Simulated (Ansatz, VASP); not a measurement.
TiO2 in VASP and in Ansatz

```
CELL_PARAMETERS angstrom
4.53180 0.00000 0.00000
0.00000 5.50190 0.00000
0.00000 0.00000 4.90630
ATOMIC_POSITIONS crystal
Ti 0.00000 0.17584 0.25000
Ti 0.50000 0.32416 0.75000
Ti 0.00000 0.82416 0.75000
Ti 0.50000 0.67584 0.25000
O 0.27015 0.38239 0.41951
O 0.22985 0.11761 0.91951
O 0.77015 0.11761 0.58049
O 0.72985 0.38239 0.08049
O 0.72985 0.61761 0.58049
O 0.77015 0.88239 0.08049
O 0.22985 0.88239 0.41951
O 0.27015 0.61761 0.91951
```

Alike in both runs: functional PBE; k mesh 5 × 4 × 4; occupations fermi-dirac, width 0.02 eV; no spin polarisation.

Ansatz relaxed the structure, and its values are those at the end. VASP's run is a single point on that final structure, the one shown.

```csv
,VASP,Ansatz
version,VASP 6.6.1,Ansatz 0.2.0
potentials or method,"VASP PAW PBE potentials, release 64 (Ti_sv, O)","plane-wave PAW, scalar-relativistic"
plane-wave cutoff (eV),520,420
valence electrons in the cell,96,96
```

Ansatz gave:

- gap on the k mesh at the Fermi level (eV): 2.67
- pressure (GPa): 5.7
- rms of the force components (eV/Å): 0.010

Problem. What did VASP give for the same quantities?

Solution. gap on the k mesh at the Fermi level (eV): 2.65; pressure (GPa): 6.5; rms of the force components (eV/Å): 0.028.

The functional is the same, so the differences come from potentials, cutoffs and numerics. Ansatz warned: «stress_scf_threshold_loose».

Caveats: an odd mesh through Γ misses points on the zone boundary, where band edges often lie.
